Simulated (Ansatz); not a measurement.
GaN from a database of computed structures, 2 atoms and 18 valence electrons in a cell of about 23 Å³, was run 9 times in Ansatz 0.2.0, each time on 2 threads of Intel(R) Xeon(R) Platinum 8259CL CPU @ 2.50GHz (Skylake/Cascade Lake) (shared host). The times are single readings and vary with the host's load.

```tsv
run	k mesh	irreducible k	cutoff (eV)	plane waves	bands	SCF iterations	wall time	peak host memory (GiB)
G0W0, PBE, 36 empty bands, 80 eV	6×6×6	16	420	459	13	6	9.9 s	0.34
G0W0, PBE, 85 empty bands, 140 eV	6×6×6	16	420	459	13	6	23 s	0.38
G0W0, PBE, 157 empty bands, 210 eV	6×6×6	16	420	459	13	6	68 s	0.46
G0W0, HSE06, 85 empty bands, 140 eV	6×6×6	16	420	459	13	11	?	?
G0W0, LDA, 85 empty bands, 140 eV	6×6×6	16	420	459	13	6	?	?
G0W0, r2SCAN, 85 empty bands, 140 eV	6×6×6	16	500	561	13	8	?	?
G0W0, PBE, 85 empty bands, 140 eV, plasmon pole	6×6×6	16	420	459	13	6	21 s	0.49
G0W0, PBE, 36 empty bands, 80 eV	8×8×8	29	420	459	13	6	?	?
G0W0, PBE, 85 empty bands, 140 eV, norm-conserving	6×6×6	16	1240	2229	13	7	52 s	0.42
```

Question: What time and memory did the runs marked ? need?

Answer:
```json
{"run": "G0W0, LDA, 85 empty bands, 140 eV", "wall time": "23 s", "peak host memory (GiB)": "0.38"}
{"run": "G0W0, PBE, 36 empty bands, 80 eV", "wall time": "38 s", "peak host memory (GiB)": "0.35"}
{"run": "G0W0, HSE06, 85 empty bands, 140 eV", "wall time": "54 s", "peak host memory (GiB)": "0.83"}
{"run": "G0W0, r2SCAN, 85 empty bands, 140 eV", "wall time": "27 s", "peak host memory (GiB)": "0.43"}
```

With a shallow d shell on the cation, G0W0 converges slowly in bands and cutoff, so these values are in doubt.
